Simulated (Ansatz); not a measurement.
**SiNi3 in Ansatz: the effect of functional**

Crystal: SiNi3.

```
CELL_PARAMETERS angstrom
3.58861 0.00000 0.00000
0.00000 3.58861 0.00000
0.00000 0.00000 3.58861
ATOMIC_POSITIONS crystal
Ni 0.50000 0.50000 0.00000
Ni 0.50000 0.00000 0.50000
Ni 0.00000 0.50000 0.50000
Si 0.00000 0.00000 0.00000
```

The cell isn't the ideal one: volume scaled by 1.04.

Alike in all runs:

| Item | Value |
| --- | --- |
| Program | Ansatz 0.2.0 |
| Task | single point |
| Potentials or basis | Ansatz PAW |
| k mesh | 8 × 8 × 8 |
| Occupations | fermi-dirac, width 0.05 eV |
| Spin | collinear spin, ferromagnetic start |
| Starting moments | [1.0, 1.0, 1.0, 0.0] μB |

| functional | cutoff | pressure (GPa) | moment (μB) |
| --- | --- | --- | --- |
| LDA | 420 eV (not typed: the program's choice for these potentials) | -25.7 | 0.00 |
| r2SCAN | 500 eV (not typed: the program's choice for these potentials) | -19.6 | 0.19 |
| PBE | 420 eV (not typed: the program's choice for these potentials) | ? | ? |

Problem. What does the run with functional PBE give?

Solution. Pressure -12.6 GPa; moment 0.00 μB.

Caveats: the starting moments weren't kept; the PAW data sets come from PBE, with cores solved anew for the run's functional, which leaves a small shift of forces and pressure (some runs); the magnetic or orbital state may not be the lowest (some runs).
